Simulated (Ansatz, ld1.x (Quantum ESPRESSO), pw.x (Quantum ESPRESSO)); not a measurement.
pw.x on diamond Rb: one setting changed

Potential: norm-conserving Troullier–Martins (Kleinman–Bylander form), ld1.x (Quantum ESPRESSO) 7.5, PBE; core [Kr], reference 5s1 5p0; waves: 5s (bound): rc 4.20 bohr; 5p (bound, empty): rc 4.20 bohr; 4d channel at 0.1 Ry: rc 4.30 bohr; local part: all-electron potential smoothed inside 3.14 bohr (lloc = -1); core correction: none.

The reference run (k-mesh 8³, cutoffs 35/140 Ry, Fermi–Dirac 0.01 Ry, mixing_beta 0.4, conv_thr 1e-9, no spin) gives 0.01 GPa at 141.711 Å³/atom, where all-electron LAPW gives -0.00 GPa. This run, with its own iteration cap, changes degauss to 0.02.

```
&control
  calculation='scf', prefix='x', pseudo_dir='./', outdir='./tmp', tstress=.true., disk_io='none'
/
&system
  ibrav=0, nat=2, ntyp=1, ecutwfc=35, ecutrho=140, nbnd=8,
  occupations='smearing', smearing='fd', degauss=0.02
/
&electrons
  conv_thr=1e-09, mixing_beta=0.4, electron_maxstep=60
/
ATOMIC_SPECIES
Rb 1.0 Rb.UPF
CELL_PARAMETERS angstrom
  0.00000000 5.21356174 5.21356174
  5.21356174 0.00000000 5.21356174
  5.21356174 5.21356174 0.00000000
ATOMIC_POSITIONS crystal
Rb 0.0000 0.0000 0.0000
Rb 0.2500 0.2500 0.2500
K_POINTS automatic
8 8 8 0 0 0
```

```bash
pw.x < Rb.scf.in > Rb.scf.out
```

Q: How does the run end?

A: It converges in 7 iterations; the free energy moves by -85.4 meV/atom and the pressure by +0.03 GPa. In a metal, with Fermi–Dirac smearing, F lies below its zero-width value by a term in the square of the width.

```
Message from routine setup:
     using ibrav=0 with symmetry is DISCOURAGED, use correct ibrav instead
     lattice parameter (alat)  =      13.9331  a.u.
     unit-cell volume          =    1912.6265 (a.u.)^3
     number of electrons       =         2.00
     number of Kohn-Sham states=            8
     kinetic-energy cutoff     =      35.0000  Ry
     charge density cutoff     =     140.0000  Ry
     scf convergence threshold =      1.0E-09
     Exchange-correlation= PBE
     number of k points=    29  Fermi-Dirac smearing, width (Ry)=  0.0200
     iteration #  1     ecut=    35.00 Ry     beta= 0.40
     c_bands:  2 eigenvalues not converged
     c_bands:  1 eigenvalues not converged
     total energy              =      -0.68565978 Ry
     estimated scf accuracy    <       0.00069029 Ry
     iteration #  2     ecut=    35.00 Ry     beta= 0.40
     total energy              =      -0.68596151 Ry
     estimated scf accuracy    <       0.00028778 Ry
     iteration #  3     ecut=    35.00 Ry     beta= 0.40
     total energy              =      -0.68604184 Ry
     estimated scf accuracy    <       0.00000125 Ry
     iteration #  4     ecut=    35.00 Ry     beta= 0.40
     total energy              =      -0.68605444 Ry
     estimated scf accuracy    <       0.00000131 Ry
     iteration #  5     ecut=    35.00 Ry     beta= 0.40
     total energy              =      -0.68605565 Ry
     estimated scf accuracy    <       0.00000002 Ry
     iteration #  6     ecut=    35.00 Ry     beta= 0.40
     total energy              =      -0.68605575 Ry
     estimated scf accuracy    <          6.3E-09 Ry
     iteration #  7     ecut=    35.00 Ry     beta= 0.40
     the Fermi energy is    -1.0527 ev
!    total energy              =      -0.68605578 Ry
     estimated scf accuracy    <          5.4E-11 Ry
     smearing contrib. (-TS)   =      -0.03487997 Ry
     The total energy is F=E-TS. E is the sum of the following terms:
     one-electron contribution =       0.30092964 Ry
     hartree contribution      =       0.00833800 Ry
     xc contribution           =      -0.41368271 Ry
     ewald contribution        =      -0.54676074 Ry
     convergence has been achieved in   7 iterations
          total   stress  (Ry/bohr**3)                   (kbar)     P=        0.41
     Message from routine punch:
     Nothing written, as per user request (disk_io='none')
```

The run took about 20 s on one core of a shared host (Intel(R) Xeon(R) 6975P-C, 192 threads, 378 GiB, load 64).
